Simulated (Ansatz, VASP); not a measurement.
## MgI2: VASP beside Ansatz

The input INCAR:

```
SYSTEM = MgI2
ALGO = Normal
EDIFF = 1E-7
ENCUT = 520
GGA = PS
ISIF = 2
ISMEAR = 0
LASPH = .TRUE.
LCHARG = .FALSE.
LREAL = .FALSE.
LWAVE = .FALSE.
NBANDS = 15
NELM = 80
PREC = Accurate
SIGMA = 0.05
```

KPOINTS

```
k-points
0
G
  6 6 4
  0 0 0
```

Contents of POSCAR:

```
MgI2
1.0
    4.0290891177      0.0000000000      0.0000000000
   -2.0145445589      3.4892935301      0.0000000000
    0.0000000000      0.0000000000      6.9649300000
Mg I
1 2
Direct
    0.0000000000      0.0000000000      0.0000000000
    0.3333333333      0.6666666667      0.7576300000
    0.6666666667      0.3333333333      0.2423700000
```

Input for Ansatz:

```yaml
crystal:
  lattice:
    - [4.0290891177, 0.0, 0.0]
    - [-2.0145445589, 3.4892935301, 0.0]
    - [0.0, 0.0, 6.96493]
  atoms:
    - { symbol: Mg, position: [0.0, 0.0, 0.0] }
    - { symbol: I, position: [0.3333333333, 0.6666666667, 0.75763] }
    - { symbol: I, position: [0.6666666667, 0.3333333333, 0.24237] }
basis:
  ecutwfc: 420
kpoints:
  mp_grid: { grid: [6, 6, 4] }
hamiltonian:
  xc: pbesol
scf:
  occupations: { method: gaussian, width: 0.05 }
output:
  forces: true
  stress: true
  eigenvalues: true
  write_density: true
  write_potential: true
  elf: true
  volumetric_format: npy
```

Change from the starting cell: strain -0.030 along x and y, +0.015 along z, atoms carried along.

Alike in both runs: task single point; functional PBEsol; k mesh 6 × 6 × 4; occupations gaussian, width 0.05 eV; no spin polarisation.

|  | VASP | Ansatz |
| --- | --- | --- |
| version | VASP 6.6.1 | Ansatz 0.2.0 |
| potentials or method | VASP PAW PBE potentials, release 64 (Mg, I) | scalar-relativistic, plane waves, PAW |
| plane-wave cutoff (eV) | 520 | 420 |
| valence electrons in the cell | 16 | 44 |

|  | VASP | Ansatz | Ansatz less VASP |
| --- | --- | --- | --- |
| gap on the k mesh at the Fermi level (eV) | 3.46 | 3.47 | +0.012 |
| least direct gap on the mesh (eV) | 3.79 | 3.80 | +0.006 |
| pressure (GPa) | 1.4 | 1.4 | +0.02 |
| largest component of the traceless stress (GPa) | 0.77 | 0.78 | +0.005 |
| rms of the force components (eV/Å) | 0.033 | 0.034 | +0.0012 |

Atom by atom the forces differ by 0.001 eV/Å (rms over components). With one functional, cell and mesh, what is left measures potentials, basis and numerics. The two sets of potentials don't hold the same shells in valence.

Caveats: the PAW data sets were made with another functional, which shifts forces and pressure a little (VASP); spin-orbit coupling is left out, which moves the levels of the heavy elements; this functional lacks dispersion, which binds the layers, so the pressure and a relaxed spacing across them are unreliable. A k mesh can miss the band edges.
